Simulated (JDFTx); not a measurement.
Runs of JDFTx 1.7.0 (patched build) on CdF2. Symmetry: Fm-3m, No. 225, cubic system. The conventional cell has a = 5.388 Å, b = 5.388 Å, c = 5.388 Å, α = 90.00°, β = 90.00°, γ = 90.00°. Cd (site symmetry m-3m) has 8 F at 2.33 Å as nearest neighbours. Around F (site symmetry -43m) lie 4 Cd at 2.33 Å. 

```tsv
task	level	potentials or basis	cell	k mesh	cutoff (eV)	max SCF steps	SCF threshold on the energy	solver of the electrons	further solve for the empty bands	band ratio of the Davidson solver	mesh quality	gap on the mesh (eV)	pressure (GPa)
single point	PBEsol	PseudoDojo-SR-PBEsol-0.4.1-standard with smoothed tails	atoms moved at random, drawn with an rms of 0.05 Å	9 × 9 × 9	1388	100	1e-09 Ha	scf	yes	-	not flagged	2.97	0.0
single point	LDA	PseudoDojo-SR-LDA-0.4.1-standard with smoothed tails	as given	9 × 9 × 9	1388	100	1e-09 Ha	scf	yes	-	not flagged	(a)	-5.8
single point	r2SCAN	SG15-PBE-1.2 with smoothed tails	as given	4 × 4 × 4	1361	100	1e-09 Ha	scf	yes	-	coarse	3.65	-1.0
single point	PBEsol	PseudoDojo-SR-PBEsol-0.4.1-standard with smoothed tails	as given	9 × 9 × 9	1388	100	1e-09 Ha	scf	yes	-	not flagged	(c)	-0.4
single point	PBE	PseudoDojo-SR-PBE-0.5-standard with smoothed tails	as given	9 × 9 × 9	1388	100	1e-09 Ha	scf	yes	-	not flagged	3.15	(b)
```

Alike in all rows: no spin polarisation; smearing fermi-dirac 0.05 eV.

Question: Fill in the values left out.

Answer: (a) 2.85; (b) 5.2; (c) 2.98.

Caveats: some runs use coarse meshes; an odd mesh through Γ misses points on the zone boundary, where band edges often lie (some runs); the empty levels aren't tightly converged (some runs); the potentials were made for another functional, which shifts forces and pressure (some runs).

A k mesh can miss the band edges, and the runs leave out spin-orbit coupling on Cd.
